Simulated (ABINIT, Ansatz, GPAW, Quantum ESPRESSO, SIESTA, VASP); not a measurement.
**Pd: programs and potentials compared**

```
CELL_PARAMETERS angstrom
0.00000 1.94650 1.94650
1.94650 0.00000 1.94650
1.94650 1.94650 0.00000
ATOMIC_POSITIONS crystal
Pd 0.00000 0.00000 0.00000
```

Alike in all runs: task single point; functional PBEsol; k mesh 12 × 12 × 12; occupations fermi-dirac, width 0.05 eV; no spin polarisation; no spin-orbit coupling. Pressure is positive in compression and, in plane waves, holds the error of the finite cutoff.

```
                                                                                      program and potentials  plane-wave cutoff (eV)                                                             notes  band gap (eV)  pressure (GPa)
SIESTA, files PseudoDojo sr-pbesol-0.4.1-standard, DZP (energy shift 0.003 Ry; two zetas on semicore shells)                       -             atomic basis; 18 valence electrons an atom on average         no gap           -2.43
                                                             ABINIT, PseudoDojo NC SR PBEsol v0.4.1 standard                    1116                           18 valence electrons an atom on average         no gap           -3.02
                                                              Ansatz, all-electron LAPW, scalar-relativistic                       -                                                                 -         no gap           -2.96
                                                                              VASP, PBE PAW files Pd, 520 eV                     520  potentials made for PBE; 10 valence electrons an atom on average         no gap           -3.23
                                                                           Quantum ESPRESSO, GBRV 1.5 PBEsol                     612                           16 valence electrons an atom on average         no gap           -2.43
                                                           GPAW, PAW data sets generated for this functional                     600                           16 valence electrons an atom on average         no gap           -2.50
```

None finds a gap. The pressure spans -3.23 (VASP, PBE PAW files Pd, 520 eV) to -2.43 GPa (SIESTA, files PseudoDojo sr-pbesol-0.4.1-standard, DZP (energy shift 0.003 Ry; two zetas on semicore shells)), with all-electron results at -2.96. Rows in atomic bases carry the error of their basis and grid, which can be large.

Differences between rows come from potentials, basis sets and numerical settings, since the functional is the same but for its coding. Runs on potential files found faulty are left out.
